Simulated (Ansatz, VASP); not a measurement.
# Ti: VASP beside Ansatz

The input INCAR:

```
PREC     = Accurate       # precision mode
ENCUT    = 520            # plane-wave cutoff, eV
EDIFF    = 1E-6           # SCF threshold, eV
ISMEAR   = 0              # smearing method
SIGMA    = 0.15           # smearing width, eV
LREAL    = F              # projectors in reciprocal space
LASPH    = T              # aspherical terms in the spheres
NELM     = 100            # most SCF steps
ALGO     = Fast           # electronic algorithm
ISIF     = 2              # what is computed and relaxed
LWAVE    = F              # write WAVECAR
LCHARG   = T              # write CHGCAR
GGA      = PS             # functional
LELF     = T              # ELF
LVHAR    = T            
NBANDS   = 12             # bands
```

KPOINTS

```
regular mesh
0
Gamma
  20 20 20
```

File POSCAR:

```
Ti
1.0
    0.0000000000      1.9538750000      2.0300000000
    2.1061250000      0.0000000000      2.0300000000
    2.1061250000      1.9538750000      0.0000000000
Ti
1
Direct
    0.0000000000      0.0000000000      0.0000000000
```

Input for Ansatz:

```yaml
crystal:
  lattice:
    - [0.0, 1.953875, 2.03]
    - [2.106125, 0.0, 2.03]
    - [2.106125, 1.953875, 0.0]
  atoms:
    - { symbol: Ti, position: [0.0, 0.0, 0.0] }
basis:
  ecutwfc: 420
kpoints:
  mp_grid: { grid: [20, 20, 20] }
hamiltonian:
  xc: pbesol
scf:
  occupations: { method: gaussian, width: 0.15 }
output:
  forces: true
  stress: true
  eigenvalues: true
```

Change from the starting cell: strain +0.0375 x Voigt [1, -1, 0, 0, 0, 0], atoms carried along.

Alike in both runs: task single point; functional PBEsol; k mesh 20 × 20 × 20; occupations gaussian, width 0.15 eV; no spin polarisation.

|  | VASP | Ansatz |
| --- | --- | --- |
| version | VASP 6.6.1 | Ansatz 0.2.0 |
| potentials or method | VASP PAW PBE potentials, release 64 (Ti_sv) | scalar-relativistic, plane waves, PAW |
| plane-wave cutoff (eV) | 520 | 420 |
| valence electrons in the cell | 12 | 12 |

|  | VASP | Ansatz | Ansatz less VASP |
| --- | --- | --- | --- |
| gap on the k mesh at the Fermi level (eV) | none | none | - |
| pressure (GPa) | -0.4 | -0.2 | +0.22 |
| largest component of the traceless stress (GPa) | 1.22 | 1.20 | -0.013 |

A gap of «none» marks a metal or a gap that the smearing closes. With one functional, cell and mesh, what is left measures potentials, basis and numerics.

Caveats: the PAW data sets were made with another functional, which shifts forces and pressure a little (VASP).
